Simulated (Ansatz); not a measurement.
The system is TiAl.

```xyz
2
Lattice="3.1791 0.0000 0.0000 0.0000 3.1791 0.0000 0.0000 0.0000 3.1791" Properties=species:S:1:pos:R:3 pbc="T T T"
Ti    0.0000    0.0000    0.0000
Al    1.5895    1.5895    1.5895
```

The cell comes from a database or a generator and needn't be the stable form of this composition.

```yaml
Program: Ansatz 0.2.0
Task: relaxation of cell and atoms
Functional: HF
Potentials_or_basis: Ansatz PAW
Cutoff: "420 eV (not typed: the program's choice for these potentials)"
k_mesh: 4 × 4 × 4
Occupations: fermi-dirac, width 0.05 eV
Spin: no spin polarisation
```

At the start: volume 16.06 Å³/atom.

Question: How do energy, volume and symmetry change on relaxing?

Answer: It ends after 5 steps and the volume is 16.44 Å³/atom (+2.3 %); space group Pm-3m (No. 221, to 0.05 Å).

The path:
| step | energy change (eV) | largest force (eV/Å) | volume (Å³) |
| --- | --- | --- | --- |
| 1 | 0.0000 | 0.0000 | 32.13 |
| 2 | -0.0019 | 0.0000 | 33.46 |
| 3 | -0.0063 | 0.0000 | 32.90 |
| 4 | -0.0064 | 0.0000 | 32.88 |
| 5 | -0.0071 | 0.0000 | 32.88 |

Final structure:
```
CELL_PARAMETERS angstrom
3.20359 0.00000 0.00000
0.00000 3.20359 0.00000
0.00000 0.00000 3.20359
ATOMIC_POSITIONS crystal
Ti 0.00000 0.00000 0.00000
Al 0.50000 0.50000 0.50000
```

Caveat: the k mesh is coarse (spacing up to 0.49 Å⁻¹), so the values aren't converged, least of all with exact exchange; the plane-wave basis is chosen anew once the cell has moved, so the energies of steps on either side of that aren't comparable; the PAW data sets come from PBE, with cores solved anew for the run's functional, which leaves a small shift of forces and pressure.
